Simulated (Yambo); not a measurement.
Here is a Yambo 5.3.0 calculation.

Contents of optics3.in:

```
optics
chi
Chimod= "IP"
% BndsRnXd
 1 | 33 |
%
% LongDrXd
 1 | 1 | 0 |
%
% QpntsRXd
 1 | 1 |
%
% EnRngeXd
 0 | 10 | eV
%
% DmRngeXd
 0.3 | 0.3 | eV
%
ETStpsXd= 300
```

Contents of scf.in:

```
&CONTROL
  calculation = 'scf'
  prefix = 'pwscf'
  outdir = './tmp'
  pseudo_dir = './pseudo'
/
&SYSTEM
  ibrav = 0
  nat = 2
  ntyp = 2
  ecutwfc = 84
  nbnd = 20
  occupations = 'smearing'
  smearing = 'fd'
  degauss = 0.00367493
  force_symmorphic = .true.
/
&ELECTRONS
  conv_thr = 4d-10
  electron_maxstep = 120
  mixing_beta = 0.5
/
ATOMIC_SPECIES
Te   127.6000 Te.upf
Mg    24.3050 Mg.upf
CELL_PARAMETERS angstrom
   0.0000000000    3.2319988239    3.2319988239
   3.2319988239    0.0000000000    3.2319988239
   3.2319988239    3.2319988239    0.0000000000
ATOMIC_POSITIONS crystal
Te     0.2500000000    0.2500000000    0.2500000000
Mg     0.0000000000    0.0000000000    0.0000000000
K_POINTS automatic
12 12 12 0 0 0
```

nscf.in

```
&CONTROL
  calculation = 'nscf'
  prefix = 'pwscf'
  outdir = './tmp'
  pseudo_dir = './pseudo'
/
&SYSTEM
  ibrav = 0
  nat = 2
  ntyp = 2
  ecutwfc = 84
  nbnd = 33
  occupations = 'fixed'
  force_symmorphic = .true.
/
&ELECTRONS
  conv_thr = 1d-08
  diago_full_acc = .true.
  diago_thr_init = 1d-06
/
ATOMIC_SPECIES
Te   127.6000 Te.upf
Mg    24.3050 Mg.upf
CELL_PARAMETERS angstrom
   0.0000000000    3.2319988239    3.2319988239
   3.2319988239    0.0000000000    3.2319988239
   3.2319988239    3.2319988239    0.0000000000
ATOMIC_POSITIONS crystal
Te     0.2500000000    0.2500000000    0.2500000000
Mg     0.0000000000    0.0000000000    0.0000000000
K_POINTS automatic
12 12 12 0 0 0
```

Potentials or basis: PseudoDojo 0.4.1 SR PBE standard.

Command:

```sh
$ OMP_NUM_THREADS=1 pw.x -in scf.in > scf.out
$ OMP_NUM_THREADS=1 pw.x -in nscf.in > nscf.out
$ cd tmp/pwscf.save; p2y; mv SAVE ../..; cd ../..
$ OMP_NUM_THREADS=1 yambo
$ OMP_NUM_THREADS=1 yambo -F optics3.in -J optics3 -C optics3_out
```

(1) Estimate the absorption peak.

(2) Estimate the electronic dielectric constant along the field.

(3) What does it give for the band gap on the k mesh, mean-field level?

## Answers

(1) 4.62 eV.

(2) 5.94.

(3) 2.41 eV, direct.

Caveat: independent-particle spectra lack excitons; spin-orbit coupling is left out, which moves the levels of the heavy elements.
